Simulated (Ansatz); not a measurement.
Theory: Ansatz 0.2.0, DFT PBE, scalar-relativistic, plane waves, PAW. Settings: cutoff 420 eV, Γ-centred meshes spaced at most about 0.3 Å⁻¹, and about 0.25 Å⁻¹ or finer for metals (2π included), Gaussian smearing. No spin polarisation in the final relaxations.

All energies are static (0 K, no zero-point motion). Lower structures may exist.

**Question.** Order these relaxed structures of SiMo₃ by energy, lowest first, with the energy over the lowest of them.
A.

```
Si Mo
1.0
     4.90645    0.00000    0.00000
     0.00000    4.90645    0.00000
     0.00000    0.00000    4.90645
Si Mo
2 6
Direct
  0.00000 0.00000 0.00000
  0.50000 0.50000 0.50000
  0.25000 0.00000 0.50000
  0.50000 0.75000 0.00000
  0.75000 0.00000 0.50000
  0.50000 0.25000 0.00000
  0.00000 0.50000 0.75000
  0.00000 0.50000 0.25000
```

B.

```
Si Mo
1.0
     0.00000    3.09896    3.09896
     3.09896    0.00000    3.09896
     3.09896    3.09896    0.00000
Si Mo
1 3
Cartesian
  0.0000 0.0000 0.0000
  4.6484 4.6484 4.6484
  1.5495 1.5495 1.5495
  3.0990 3.0990 3.0990
```

**Answer.** A (0 meV/atom), B (262 meV/atom). Forms: A A15 type, Pm-3n; B BiF3 (D0_3) type, Fm-3m. Counting Mo atoms around Si (those within 1.25 times the shortest such distance or 1.15 times the sum of covalent radii, 1.27 where that leaves under three; a plus sign parts nearer from farther groups): A has Si 12; B has Si 8+6.

The Pm-3n cell at 14.8 Å³/atom was relaxed from a cell as deposited in COD. With atoms moved at random, Pm-3n came back. Other cells relaxed within their symmetry can be saddle points. Some types were kept out of the candidates beforehand, so the set may lack a known form.
